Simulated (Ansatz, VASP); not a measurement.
**SnO2: VASP beside Ansatz**

```
Sn O
1.0
     4.72151    0.00000    0.00000
     0.00000    4.72151    0.00000
     0.00000    0.00000    3.17574
Sn O
2 4
Cartesian
  0.0000 0.0000 0.0000
  2.3608 2.3608 1.5879
  1.4430 1.4430 0.0000
  0.9178 3.8037 1.5879
  3.2785 3.2785 0.0000
  3.8037 0.9178 1.5879
```

Change from the starting cell: volume scaled by 0.99, crystal datasets.

Alike in both runs: task electric field gradients; functional PBE; k mesh 4 × 4 × 6; occupations fermi-dirac, width 0.03 eV; no spin polarisation.

```csv
,VASP,Ansatz
version,VASP 6.6.1,Ansatz 0.2.0
potentials or method,"VASP PAW PBE potentials, release 64 (Sn_d, O), cutoff 520 eV","all-electron PAW with datasets made for the crystal, scalar-relativistic"
```

VASP gave:

| Quantity | Value |
| --- | --- |
| gap on the k mesh at the Fermi level (eV) | 1.36 |
| pressure (GPa) | 13.9 |
| largest component of the traceless stress (GPa) | 2.18 |
| rms of the force components (eV/Å) | 0.041 |
| Vzz of the field gradient on the site that differs most (V/Å²) | 57.3 |

Which values does Ansatz return?

gap on the k mesh at the Fermi level (eV): 1.37; pressure (GPa): 13.1; largest component of the traceless stress (GPa): 1.96; rms of the force components (eV/Å): 0.032; Vzz of the field gradient on the site that differs most (V/Å²): 60.2.

Atom by atom the forces differ by 0.009 eV/Å (rms over components). Ansatz ran all-electron here, so the differences hold the error of VASP's frozen core and of both bases. Ansatz warned: «gradients_without_spin_orbit».

Caveats: spin-orbit coupling is left out, which moves the levels of the heavy elements.
